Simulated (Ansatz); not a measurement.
Runs of Ansatz 0.2.0 on TiO2. It takes space group P4_2/mnm (No. 136, tetragonal). The conventional cell has a = 4.600 Å, b = 4.600 Å, c = 2.959 Å, α = 90.00°, β = 90.00°, γ = 90.00°. Ti (site symmetry mmm) is surrounded by 6 O at 1.95 to 1.98 Å. O (site symmetry m2m) is surrounded by 3 Ti at 1.95 to 1.98 Å. The cell is a database's computed one.

```tsv
task	level	cell	cutoff (eV)	target pressure (GPa)	gap on the mesh (eV)	pressure (GPa)
relaxation of cell and atoms	PBE	relaxed to 30 GPa	420	30	1.99	30.0
projected density of states	r2SCAN	as given	500	-	(a)	-1.0
relaxation of cell and atoms	PBE	relaxed to 2 GPa	420	2	1.86	2.0
projected density of states	PBE	as given	420	-	1.87	(b)
relaxation of cell and atoms	PBE	relaxed	420	0	1.86	0.0
```

Alike in all rows: potentials or basis Ansatz PAW; no spin polarisation; k mesh 6 × 6 × 9; smearing fermi-dirac 0.05 eV.

Fill in the values left out.

(a) 2.20; (b) 4.2.

Caveats: odd divisions of the mesh miss points on the zone boundary, where band edges often lie, so the gap on the mesh can be too wide; the plane-wave basis is chosen anew once the cell has moved, so the energies of steps on either side of that aren't comparable (some runs); the density of states is complete only up to the lowest level of the last band computed (some runs); the PAW data sets come from PBE, with cores solved anew for the run's functional, which leaves a small shift of forces and pressure (some runs).

A k mesh can miss the band edges.
